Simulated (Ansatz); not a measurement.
Wires are cut from relaxed bulk ZnS (P6_3mc, 20.19 Å³/atom, gap on the mesh 2.08 eV); atoms and period are relaxed, and energies count from that bulk.

Method: Ansatz, DFT PBE, scalar-relativistic, plane waves, PAW.

Cutoff 420 eV, Gaussian smearing of 0.05 eV, energies at zero smearing, symmetry of each start kept, collinear spin where a moment is listed.

```csv
start,atoms,k mesh,excess energy (eV per host atom),line energy (eV/Å),period (Å),gap on the mesh (eV),highest filled level or Fermi level under vacuum (eV),size of the moment (μB per cell)
"[001] wire, 20 host atoms a period",20,1×1×5,0.540,1.675,6.455,1.17,5.68,0.00
"[001] wire, 30 host atoms a period",30,1×1×5,0.227,1.078,6.315,2.35,6.01,0.00
```

The gap is read on a mesh, which can miss the band edges, so it can be too wide.

Each run keeps its start's symmetry and one magnetic start, so lower states can exist.

Cost: 2 runs of about 120 core-minutes in all, on Intel Xeon Platinum 8259CL (Skylake/Cascade Lake) (shared hosts).